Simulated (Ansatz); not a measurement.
Wanted: the native input for an Ansatz 0.2.0 run.

- Task: single point
- Functional: PBE
- Potentials or basis: all-electron LAPW, scalar-relativistic
- Cutoff: 240 eV (chosen from the basis error)
- Basis error allowed: 0.001 eV/atom
- k mesh: 11 × 11 × 11
- Occupations: gaussian, width 0.022 eV
- Spin: no spin polarisation

Ag:

```
Ag
1.0
     0.00000    2.04275    2.04275
     2.04275    0.00000    2.04275
     2.04275    2.04275    0.00000
Ag
1
Cartesian
  0.0000 0.0000 0.0000
```

These files were run (other wordings do the same):

input.yaml

```yaml
crystal:
  lattice:
    - [0.0, 2.04275, 2.04275]
    - [2.04275, 0.0, 2.04275]
    - [2.04275, 2.04275, 0.0]
  atoms:
    - { symbol: Ag, position: [0.0, 0.0, 0.0] }
kpoints:
  mp_grid: { grid: [11, 11, 11] }
scf:
  occupations: { method: gaussian, width: 0.022 }
hamiltonian:
  xc: pbe
  pseudopotentials: { kind: all_electron, lapw: { basis_error: 0.001 } }
output:
  forces: true
  stress: true
  eigenvalues: true
```

Potentials or basis: all-electron LAPW, scalar-relativistic.

The run is started by

```sh
$ ansatz run input.yaml --threads 1 --pin off --max-ram 3072MiB --backend cpu --events-out ev --progress --plain --runs-dir out
```

It gave:

| Property | Result |
| --- | --- |
| Pressure | 4.3 GPa |
| Band gap on the k mesh | none (metal or under the smearing width) |

Run time: 3.9 s on 1 thread of Arm Neoverse V2 (shared host), peak memory 0.24 GiB.
